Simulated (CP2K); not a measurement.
**HfN under changes of volume**

One of the cells (11.482 Å³/atom); the others are scaled copies at fixed shape and fractional positions:

```
Hf N
1.0
     3.19047    0.00000    0.00000
     1.59523    2.76302    0.00000
     1.59523    0.92101    2.60500
Hf N
1 1
Direct
  0.00000 0.00000 0.00000
  0.50000 0.50000 0.50000
```

| Item | Value |
| --- | --- |
| Program | CP2K 2026.2 |
| Functional | r2SCAN |
| Potentials or basis | POTENTIAL_UZH Hf GTH-SCAN-q12, N GTH-SCAN-q5; TZVP-MOLOPT-SCAN-GTH basis |
| Density cutoff | 9184 eV |
| k mesh | 10 × 10 × 10 |
| Occupations | fermi-dirac, width 0.05 eV |
| Spin | no spin polarisation |

| volume (Å³/atom) | energy over the lowest point (meV/atom) | pressure (GPa) |
| --- | --- | --- |
| 10.793 | 19.97 | 13.7 |
| 11.023 | 5.31 | 6.9 |
| 11.252 | 0.00 | 0.7 |
| 11.482 | 3.12 | -4.9 |
| 11.712 | 13.81 | -9.9 |
| 11.941 | ? | ? |
| 12.171 | 55.02 | -18.5 |

Task: What does the run at 11.941 Å³/atom give?

Result: Energy over the lowest point 31.35 meV/atom; pressure -14.4 GPa.

Worked out: A Birch-Murnaghan fit of order 3 (a polynomial in V^(-2/3)) to the other rows has its minimum at 11.28 Å³/atom with B0 = V·E''(V) = 285 GPa and B' = 4.1. It gives 31.29 meV/atom at 11.941 Å³/atom, against the run's 31.35, and -dE/dV = -14.4 GPa, against -14.4.

Energies are extrapolated to zero smearing.

Caveats: the basis of atomic orbitals isn't converged, which shifts pressures, moduli and gaps.
